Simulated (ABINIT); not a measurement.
Runs of ABINIT 10.8.3 (patched build) on ZrS2. The structure is trigonal, space group P-3m1 (No. 164). Conventional cell: a = 3.691 Å, b = 3.691 Å, c = 6.041 Å, α = 90.00°, β = 90.00°, γ = 120.00°. Zr (site symmetry -3m) has 6 S at 2.57 Å as nearest neighbours. S (site symmetry 3m) has 3 Zr at 2.57 Å as nearest neighbours. The cell is a database's computed one.

```csv
task,level,k mesh,mesh quality,gap on the mesh (eV),pressure (GPa),largest force (eV/Å)
single point,PBE,10 × 10 × 6,not flagged,1.03,0.3,0.03
single point,PBE,3 × 3 × 2,coarse,1.23,0.9,(a)
band structure,WC,8 × 8 × 5,not flagged,0.99,-2.4,(b)
band structure,PBE,8 × 8 × 5,not flagged,1.05,0.3,0.03
band structure,rPW86PBE,8 × 8 × 5,not flagged,1.09,3.3,0.31
```

Alike in all rows: potentials or basis JTH PAW PBE v2.0; no spin polarisation; cell as given; cutoff (eV) 544; smearing fermi-dirac 0.05 eV.

Fill in the values left out.

(a) 0.08; (b) 0.14.

Caveats: some runs use coarse meshes; this functional lacks dispersion, which binds the layers, so the pressure and a relaxed spacing across them are unreliable (some runs); the PAW data sets were made with another functional, which shifts forces and pressure a little (some runs); an odd mesh through Γ misses points on the zone boundary, where band edges often lie (some runs).

A k mesh can miss the band edges, and the runs leave out spin-orbit coupling on Zr.
